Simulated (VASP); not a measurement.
GaN, 2 atoms in the cell. The structure is cubic, space group Fm-3m (No. 225). The conventional cell has a = 4.217 Å, b = 4.217 Å, c = 4.217 Å, α = 90.00°, β = 90.00°, γ = 90.00°. Ga (site symmetry m-3m) is surrounded by 6 N at 2.11 Å. N (site symmetry m-3m) has 6 Ga at 2.11 Å as nearest neighbours. The cell was built by a generator and needn't be a form met in nature.

| Property | Result |
| --- | --- |
| Program | VASP 6.6.1 |
| Task | single point |
| Functional | PBE |
| Potentials or basis | VASP PAW PBE potentials, release 64 (Ga_d, N) |
| Cutoff | 520 eV |
| k mesh | 8 × 8 × 8 |
| Occupations | gaussian, width 0.01 eV |
| Spin | no spin polarisation |
| Dipole correction | no |
| Further INCAR settings | ALGO = Normal; EDIFF = 1e-07; NBANDS = 16 |

Potentials or basis: VASP PAW PBE potentials, release 64 (Ga_d, N).

The run is started by

```bash
$ cat potpaw_PBE.64/Ga_d/POTCAR potpaw_PBE.64/N/POTCAR > POTCAR
$ mpirun -np 1 vasp_std > vasp.out
```

Hardware: 1 thread of Intel(R) Xeon(R) Platinum 8259CL CPU @ 2.50GHz (Skylake/Cascade Lake), on a shared host.

Question: How long does it take, and how much memory?

Answer: Wall time 7.5 s on 1 thread of Intel(R) Xeon(R) Platinum 8259CL CPU @ 2.50GHz (Skylake/Cascade Lake), with other jobs on the host, peak memory 0.14 GiB. Counts: scf iterations 13, k points 29.
